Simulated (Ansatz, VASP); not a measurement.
Ge: VASP beside Ansatz

The input INCAR:

```
PREC = Accurate
ENCUT = 600
EDIFF = 1E-6
ISMEAR = 0
SIGMA = 0.1
LREAL = F
LASPH = T
NELM = 100
ALGO = Normal
ISIF = 3
LWAVE = F
LCHARG = F
GGA = PE
IBRION = 2
NSW = 100
EDIFFG = -0.01
```

Contents of KPOINTS:

```
regular mesh
0
Gamma
  6 6 10
```

File POSCAR:

```
Ge
1.0
    6.4071934585      0.0000000000      0.0000000000
   -3.2035967293      5.5487923020      0.0000000000
    0.0000000000      0.0000000000      3.9699266471
Ge
6
Direct
    0.6187285504      0.0000000000      0.0000000000
    0.0000000000      0.6187285504      0.6666666667
    0.3812714496      0.3812714496      0.3333333333
    0.3812714496      0.0000000000      0.5000000000
    0.0000000000      0.3812714496      0.1666666667
    0.6187285504      0.6187285504      0.8333333333
```

Input for Ansatz:

```yaml
crystal:
  lattice:
    - [6.4071934585, 0.0, 0.0]
    - [-3.2035967293, 5.548792302, 0.0]
    - [0.0, 0.0, 3.9699266471]
  atoms:
    - { symbol: Ge, position: [0.6187285504, 0.0, 0.0] }
    - { symbol: Ge, position: [0.0, 0.6187285504, 0.6666666667] }
    - { symbol: Ge, position: [0.3812714496, 0.3812714496, 0.3333333333] }
    - { symbol: Ge, position: [0.3812714496, 0.0, 0.5] }
    - { symbol: Ge, position: [0.0, 0.3812714496, 0.1666666667] }
    - { symbol: Ge, position: [0.6187285504, 0.6187285504, 0.8333333333] }
basis:
  ecutwfc: 420
kpoints:
  mp_grid: { grid: [6, 6, 10] }
hamiltonian:
  xc: pbe
scf:
  occupations: { method: gaussian, width: 0.1 }
output:
  forces: true
  stress: true
  eigenvalues: true
relax:
  adjacent_minimum: "off"
  f_tol: 0.01
  max_steps: 80
  cell: { stress_tol: 0.05 }
```

Alike in both runs: task relaxation of cell and atoms; functional PBE; k mesh 6 × 6 × 10; occupations gaussian, width 0.1 eV; no spin polarisation.

|  | VASP | Ansatz |
| --- | --- | --- |
| version | VASP 6.6.1 | Ansatz 0.2.0 |
| potentials or method | VASP PAW PBE potentials, release 64 (Ge_d) | scalar-relativistic, plane waves, PAW |
| plane-wave cutoff (eV) | 600 | 420 |
| valence electrons in the cell | 84 | 84 |

VASP gave:

* gap on the k mesh at the Fermi level, each at its own relaxed structure (eV): none
* relaxed volume (Å³/atom): 23.54
* relaxed cell length with the largest relative difference (Å): 3.969

**Question.** What did Ansatz give for the same quantities?

**Answer.** gap on the k mesh at the Fermi level, each at its own relaxed structure (eV): none; relaxed volume (Å³/atom): 23.55; relaxed cell length with the largest relative difference (Å): 3.968.

A gap of «none» marks a metal or a gap that the smearing closes.
